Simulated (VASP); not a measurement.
Here is a VASP 6.6.1 calculation.

File INCAR:

```
SYSTEM = Os
  ALGO = Normal
  EDIFF = 1E-7
  EDIFFG = -0.002
  ENCUT = 520
  IBRION = 2
  ISIF = 4
  ISMEAR = 0
  LASPH = .True.
  LCHARG = .False.
  LMIXTAU = .True.
  LREAL = .False.
  LWAVE = .False.
  METAGGA = R2SCAN
  NELM = 60
  NSW = 80
  PREC = Accurate
  SIGMA = 0.1
```

KPOINTS

```
k-points
0
Gamma
  18 18 10
  0 0 0
```

File POSCAR:

```
Os                                      
1.0
    2.7107960101      0.0000000000      0.0000000000
   -1.3553980051      2.3476182128      0.0000000000
    0.0000000000      0.0000000000      4.2817620404
  Os            
     2
Direct
     0.3333333300000021    0.6666666699999979    0.2500000000000000
     0.6666666699999979    0.3333333300000021    0.7500000000000000
```

Potentials or basis: VASP PAW PBE potentials, release 64 (Os).

Launch:

```bash
$ cat potpaw_PBE.64/Os/POTCAR > POTCAR
$ mpirun -np 1 vasp_std > vasp.out
```

Question: Estimate the band gap on the k mesh.

Answer: None (metal or under the smearing width).

Final structure:
```
Os
1.0
     2.70936    0.00000    0.00000
    -1.35468    2.34638    0.00000
     0.00000    0.00000    4.28629
Os
2
Direct
  0.33333 0.66667 0.25000
  0.66667 0.33333 0.75000
```

 Spin-orbit coupling is left out, which matters for the levels of Os.
